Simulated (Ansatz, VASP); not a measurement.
Given: the input of a run of Ansatz 0.2.0 on Si2Ni.

input.yaml

```yaml
crystal:
  lattice:
    - [0.0, 2.6478212519, 2.6478212519]
    - [2.6478212519, 0.0, 2.6478212519]
    - [2.6478212519, 2.6478212519, 0.0]
  atoms:
    - { symbol: Ni, position: [0.0, 0.0, 0.0], spin: 1.0 }
    - { symbol: Si, position: [0.75, 0.75, 0.75] }
    - { symbol: Si, position: [0.25, 0.25, 0.25] }
kpoints:
  mp_grid: { grid: [9, 9, 9] }
scf:
  occupations: { method: fermi_dirac, width: 0.05 }
hamiltonian:
  xc: lda
  pseudopotentials: { kind: all_electron, lapw: { basis_error: 0.002 } }
magnetization:
  spin_polarized: true
output:
  forces: true
  stress: true
  eigenvalues: true
```

Potentials or basis: all-electron LAPW, scalar-relativistic.

The run is started by

```sh
$ ansatz run input.yaml --threads 4 --pin off --max-ram 12288MiB --backend cpu --events-out ev --progress --plain --runs-dir out
```

Translate it to VASP 6.6.1. Potentials there: VASP PAW LDA potentials, release 64 (Ni, Si).

As run (the cutoff follows the program's own potentials):

Contents of INCAR:

```
PREC = Accurate
ENCUT = 520
EDIFF = 1E-7
ISMEAR = -1
SIGMA = 0.05
LREAL = F
LASPH = T
NELM = 150
ALGO = Normal
ISIF = 2
LWAVE = F
LCHARG = F
ISPIN = 2
MAGMOM = 1 0 0
LORBIT = 11
LMAXMIX = 4
NBANDS = 20
```

KPOINTS

```
regular mesh
0
Gamma
  9 9 9
```

The input POSCAR:

```
Si2Ni
1.0
    0.0000000000      2.6478212519      2.6478212519
    2.6478212519      0.0000000000      2.6478212519
    2.6478212519      2.6478212519      0.0000000000
Ni Si
1 2
Direct
    0.0000000000      0.0000000000      0.0000000000
    0.7500000000      0.7500000000      0.7500000000
    0.2500000000      0.2500000000      0.2500000000
```

Potentials or basis: VASP PAW LDA potentials, release 64 (Ni, Si).

The run is started by

```console
$ cat potpaw_LDA.64/Ni/POTCAR potpaw_LDA.64/Si/POTCAR > POTCAR
$ mpirun -np 1 vasp_std > vasp.out
```

Both were run:

|  | VASP | Ansatz | Ansatz less VASP |
| --- | --- | --- | --- |
| gap on the k mesh at the Fermi level (eV) | none | none | - |
| pressure (GPa) | 6.0 | 5.7 | -0.24 |
| net moment per atom (μB) | 0.00 | 0.00 | 0.000 |

A gap of «none» marks a metal or a gap that the smearing closes. Ansatz ran all-electron here, so the differences hold the error of VASP's frozen core and of both bases.

Caveats: the starting moments weren't kept (Ansatz).
